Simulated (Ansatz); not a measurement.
# Tl in Ansatz: the effect of functional

The system is Tl.

```
CELL_PARAMETERS angstrom
3.52378 0.00000 0.00000
-1.76189 3.05168 0.00000
0.00000 0.00000 5.63336
ATOMIC_POSITIONS crystal
Tl 0.66667 0.33333 0.75000
Tl 0.33333 0.66667 0.25000
```

The cell isn't the ideal one: volume scaled by 1.06.

Alike in all runs:

| Item | Value |
| --- | --- |
| Program | Ansatz 0.2.0 |
| Task | single point |
| Potentials or basis | Ansatz PAW |
| k mesh | 9 × 9 × 5 |
| Occupations | fermi-dirac, width 0.05 eV |
| Spin | no spin polarisation |

Problem. One run gave: pressure -3.2 GPa. Which functional did it use?
A. r2SCAN
B. PBE
C. LDA

Solution. C.

```tsv
functional	cutoff	pressure (GPa)
LDA	420 eV (not typed: the program's choice for these potentials)	-3.2
r2SCAN	500 eV (not typed: the program's choice for these potentials)	0.0
PBE	420 eV (not typed: the program's choice for these potentials)	1.2
```

Caveats: the PAW data sets come from PBE, with cores solved anew for the run's functional, which leaves a small shift of forces and pressure (some runs).
